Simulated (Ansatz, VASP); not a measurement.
# Sb in VASP and in Ansatz

The input INCAR:

```
SYSTEM = Sb
PREC = Accurate
ENCUT = 520
EDIFF = 1E-6
ISMEAR = -1
SIGMA = 0.05
LREAL = .False.
LASPH = .True.
NELM = 60
ALGO = Normal
ISIF = 2
LWAVE = .False.
LCHARG = .False.
GGA = PS
NBANDS = 8
```

Contents of KPOINTS:

```
regular mesh
0
Gamma
  12 12 12
  0 0 0
```

File POSCAR:

```
Sb
1.0
    0.0000000000      2.3050000000      2.3280500000
    2.3050000000      0.0000000000      2.3280500000
    2.3050000000      2.3050000000      0.0000000000
Sb
1
Direct
    0.0000000000      0.0000000000      0.0000000000
```

Input for Ansatz:

```yaml
crystal:
  lattice:
    - [0.0, 2.305, 2.32805]
    - [2.305, 0.0, 2.32805]
    - [2.305, 2.305, 0.0]
  atoms:
    - { symbol: Sb, position: [0.0, 0.0, 0.0] }
kpoints:
  mp_grid: { grid: [12, 12, 12] }
  band_path:
    path:
      - [0.0, 0.0, 0.0]
      - [0.0, 0.5, 0.5]
      - [0.25, 0.75, 0.5]
      - [0.0, 0.5, 0.0]
      - [0.0, 0.0, 0.0]
      - [0.5, 0.5, 0.0]
      - [0.3725370062, 0.6274629938, 0.0]
      - [-0.3725370062, 0.3725370062, 0.0]
      - [0.0, 0.0, 0.0]
    npoints: 5
scf:
  occupations: { method: fermi_dirac, width: 0.05 }
hamiltonian:
  xc: pbesol
  pseudopotentials: { kind: all_electron, lapw: { basis_error: 0.001 } }
output:
  forces: true
  stress: true
  eigenvalues: true
```

Change from the starting cell: zz strain of +1 %.

Alike in both runs: task single point; functional PBEsol; k mesh 12 × 12 × 12; occupations fermi-dirac, width 0.05 eV; no spin polarisation.

```csv
,VASP,Ansatz
version,VASP 6.6.1,Ansatz 0.2.0
potentials or method,"VASP PAW PBE potentials, release 64 (Sb)","all-electron LAPW, scalar-relativistic"
plane-wave cutoff (eV),520,see its input
```

Ansatz gave:

| Property | Result |
| --- | --- |
| pressure (GPa) | 4.4 |
| largest component of the traceless stress (GPa) | 0.14 |

Question: What did VASP give for the same quantities?

Answer: Pressure (GPa): 4.4; largest component of the traceless stress (GPa): 0.12.

Ansatz ran all-electron here, so the differences hold the error of VASP's frozen core and of both bases.

Caveats: the PAW data sets were made with another functional, which shifts forces and pressure a little (VASP). The runs have no spin-orbit coupling, so splittings on Sb are missing.
